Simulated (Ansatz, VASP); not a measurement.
One calculation of Zn, two programs

The input INCAR:

```
  PREC = Accurate
  ENCUT = 520
  EDIFF = 1E-6
  ISMEAR = -1
  SIGMA = 0.1
  LREAL = F
  LASPH = T
  NELM = 100
  ALGO = Normal
  ISIF = 2
  LWAVE = F
  LCHARG = F
  GGA = RP
  NBANDS = 12
```

Contents of KPOINTS:

```
Automatic mesh
0
Gamma
  13 13 13
```

POSCAR

```
Zn
1.0
    2.7107975802      0.0000000000      0.0000000000
    0.0000000000      2.7107975802      0.0000000000
    0.0000000000      0.0000000000      2.7107975802
Zn
1
Direct
    0.0000000000      0.0000000000      0.0000000000
```

Input for Ansatz:

```yaml
crystal:
  lattice:
    - [2.7107975802, 0.0, 0.0]
    - [0.0, 2.7107975802, 0.0]
    - [0.0, 0.0, 2.7107975802]
  atoms:
    - { symbol: Zn, position: [0.0, 0.0, 0.0] }
hamiltonian:
  xc: rpbe
  pseudopotentials:
    kind: paw
    azcp:
      Zn: "pseudopotentials/Zn.paw.azcp"
basis:
  ecutwfc: 420
  fft_grid_basis: typed
kpoints:
  mp_grid: { grid: [13, 13, 13], shift: [0, 0, 0] }
magnetization:
  spin_polarized: false
scf:
  occupations: { method: fermi_dirac, width: 0.1 }
  lower_state_search: "off"
output:
  stress: true
```

Alike in both runs: task single point; functional RPBE; k mesh 13 × 13 × 13; occupations fermi-dirac, width 0.1 eV; no spin polarisation.

```csv
,VASP,Ansatz
version,VASP 6.6.1,Ansatz 0.2.0
potentials or method,"VASP PAW PBE potentials, release 64 (Zn)","plane waves (420 eV) with PAW, scalar-relativistic"
plane-wave cutoff (eV),520,420
valence electrons in the cell,12,12
```

|  | VASP | Ansatz | Ansatz less VASP |
| --- | --- | --- | --- |
| pressure (GPa) | -1.2 | -1.3 | -0.10 |

Caveats: the PAW data sets were made with another functional, which shifts forces and pressure a little (VASP).
